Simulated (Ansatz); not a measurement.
# LiF: stress in a strained cell

LiF is deformed so: zz strain of +2 %. What stress and forces result, by LAPW, PAW and all-electron datasets made for the crystal?

Method: DFT PBE, scalar-relativistic, in Ansatz 0.2.0.

**1. The system as given**

The structure is cubic, space group Fm-3m (No. 225). Conventional cell: a = 4.028 Å, b = 4.028 Å, c = 4.028 Å, α = 90.00°, β = 90.00°, γ = 90.00°. Li (site symmetry m-3m) is surrounded by 6 F at 2.01 Å. Around F (site symmetry m-3m) lie 6 Li at 2.01 Å.

Structure file:

```cif
data_structure
_symmetry_space_group_name_H-M 'P 1'
_symmetry_Int_Tables_number 1
_cell_length_a 2.8482
_cell_length_b 2.8482
_cell_length_c 2.8482
_cell_angle_alpha 60.000
_cell_angle_beta 60.000
_cell_angle_gamma 60.000
_cell_volume 16.34
loop_
_atom_site_label
_atom_site_type_symbol
_atom_site_fract_x
_atom_site_fract_y
_atom_site_fract_z
_atom_site_occupancy
Li1 Li 0.00000 0.00000 0.00000 1
F1 F 0.50000 0.50000 0.50000 1
```

Atoms are numbered in the order of the input: Li1, F2.

**2. After the deformation**

Space group Fm-3m before, I4/mmm after.

**3. LAPW, all electrons**

Input file input.yaml:

```yaml
crystal:
  lattice:
    - [0.0, 2.014, 2.05428]
    - [2.014, 0.0, 2.05428]
    - [2.014, 2.014, 0.0]
  atoms:
    - { symbol: Li, position: [0.0, 0.0, 0.0] }
    - { symbol: F, position: [0.5, 0.5, 0.5] }
kpoints:
  mp_grid: { grid: [10, 10, 10] }
  band_path:
    path:
      - [0.0, 0.0, 0.0]
      - [0.0, 0.5, 0.5]
      - [0.25, 0.75, 0.5]
      - [0.0, 0.5, 0.0]
      - [0.0, 0.0, 0.0]
      - [0.5, 0.5, 0.0]
      - [0.3701460977, 0.6298539023, 0.0]
      - [-0.3701460977, 0.3701460977, 0.0]
      - [0.0, 0.0, 0.0]
    npoints: 5
scf:
  occupations: { method: fermi_dirac, width: 0.03 }
hamiltonian:
  xc: pbe
  pseudopotentials: { kind: all_electron, lapw: { basis_error: 0.001 } }
output:
  forces: true
  stress: true
  eigenvalues: true
```

Run with:

```
$ ansatz run input.yaml --threads 1 --pin off --max-ram 3072MiB --backend cpu --events-out ev --progress --plain --runs-dir out
```

**4. PAW with frozen cores**

Input file input.yaml:

```yaml
crystal:
  lattice:
    - [0.0, 2.014, 2.05428]
    - [2.014, 0.0, 2.05428]
    - [2.014, 2.014, 0.0]
  atoms:
    - { symbol: Li, position: [0.0, 0.0, 0.0] }
    - { symbol: F, position: [0.5, 0.5, 0.5] }
kpoints:
  mp_grid: { grid: [10, 10, 10] }
scf:
  occupations: { method: fermi_dirac, width: 0.03 }
hamiltonian:
  xc: pbe
  pseudopotentials: { kind: paw }
output:
  forces: true
  stress: true
  eigenvalues: true
  efg: { contact_densities: true }
  write_density: true
  write_potential: true
  elf: true
  volumetric_format: npy
```

**5. Datasets made for this crystal**

Edit input.yaml of step 4 so:

```diff
@@ -14,3 +14,3 @@
   xc: pbe
-  pseudopotentials: { kind: paw }
+  pseudopotentials: { kind: all_electron, datasets: crystal }
 output:
@@ -20,5 +20 @@
   efg: { contact_densities: true }
-  write_density: true
-  write_potential: true
-  elf: true
-  volumetric_format: npy
```

(Steps that only read results are left out.)

Q: Predict the outcome of this session. Wanted: pressure; largest shear or deviatoric stress.

The runs gave:

```
                                 quantity                                           value
                                 pressure  LAPW 0.63, PAW 0.73, crystal datasets 0.63 GPa
largest shear or deviatoric stress (LAPW)                                        0.85 GPa
```

The largest part of the stress beyond the pressure is 0.85 GPa in size, in the zz component; the atoms are carried along and not relaxed. No run of the undeformed cell stands beside it, so the pressure holds what the given cell had before the change. PAW: stress within 0.09 GPa of LAPW. Crystal datasets: stress within 0.01 GPa of LAPW.
